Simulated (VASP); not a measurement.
AgI (strained zincblende): one r²SCAN single-point calculation in two programs

```
CELL_PARAMETERS angstrom
0.00000 3.37572 3.37572
3.37572 0.00000 3.37572
3.37572 3.37572 0.00000
ATOMIC_POSITIONS crystal
Ag 0.00000 0.00000 0.00000
I 0.25000 0.25000 0.25000
```

The two codes use different PAW datasets and cutoffs. VASP's cell holds 18 valence electrons and Ansatz's 36. Ansatz's stress includes a Pulay correction; VASP's doesn't.

Cutoffs: 520 eV in VASP, 500 eV in Ansatz. k meshes: 6×6×6 and 6×6×6.

```
                               VASP    Ansatz
gap between bands v and c   1.80 eV   1.83 eV
         least direct gap   1.80 eV   1.83 eV
                 pressure  -1.9 GPa  -1.9 GPa
```

Band v is the last that the valence electrons fill when counted band by band, and c is the next. Levels in eV from the top of v, Ansatz:

```json
{"point": "Γ", "v−1": "0.00", "v": "0.00", "c": "1.83", "c+1": "6.49"}
{"point": "X", "v−1": "-1.46", "v": "-1.46", "c": "4.22", "c+1": "4.28"}
{"point": "K", "v−1": "-1.65", "v": "-1.16", "c": "4.42", "c+1": "5.35"}
{"point": "L", "v−1": "-0.58", "v": "-0.58", "c": "3.29", "c+1": "6.86"}
{"point": "W", "v−1": "-1.71", "v": "-1.36", "c": "4.99", "c+1": "5.61"}
```

VASP:

```json
{"point": "Γ", "v−1": "0.00", "v": "0.00", "c": "1.80", "c+1": "6.44"}
{"point": "X", "v−1": "-1.46", "v": "-1.46", "c": "4.19", "c+1": "4.25"}
{"point": "K", "v−1": "-1.64", "v": "-1.16", "c": "4.39", "c+1": "5.32"}
{"point": "L", "v−1": "-0.58", "v": "-0.58", "c": "3.26", "c+1": "6.81"}
{"point": "W", "v−1": "-1.72", "v": "-1.36", "c": "4.96", "c+1": "5.59"}
```
